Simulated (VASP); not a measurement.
GaAs, 2 atoms in the cell. It takes space group F-43m (No. 216, cubic). Conventional cell: a = 5.654 Å, b = 5.654 Å, c = 5.654 Å, α = 90.00°, β = 90.00°, γ = 90.00°. As (site symmetry -43m) is surrounded by 4 Ga at 2.45 Å. Ga (site symmetry -43m) is surrounded by 4 As at 2.45 Å. 

| Item | Value |
| --- | --- |
| Program | VASP 6.6.1 |
| Task | single point |
| Functional | PBE |
| Potentials or basis | VASP PAW PBE potentials, release 64 (As, Ga_d) |
| Cutoff | 520 eV |
| k mesh | 8 × 8 × 8 |
| Occupations | gaussian, width 0.029 eV |
| Spin | no spin polarisation |
| Further INCAR settings | ALGO = Normal; EDIFF = 1e-07; NBANDS = 16 |

Potentials or basis: VASP PAW PBE potentials, release 64 (As, Ga_d).

Launch:

```bash
$ cat potpaw_PBE.64/As/POTCAR potpaw_PBE.64/Ga_d/POTCAR > POTCAR
$ mpirun -np 1 vasp_std > vasp.out
```

Hardware: 1 thread of Intel(R) Xeon(R) 6975P-C (Granite Rapids), on a shared host.

Task: Estimate the wall time of this run.

Result: It took 12 s on 1 thread of Intel(R) Xeon(R) 6975P-C (Granite Rapids) (shared host), peak memory 0.16 GiB. Counts: scf iterations 14, k points 29.
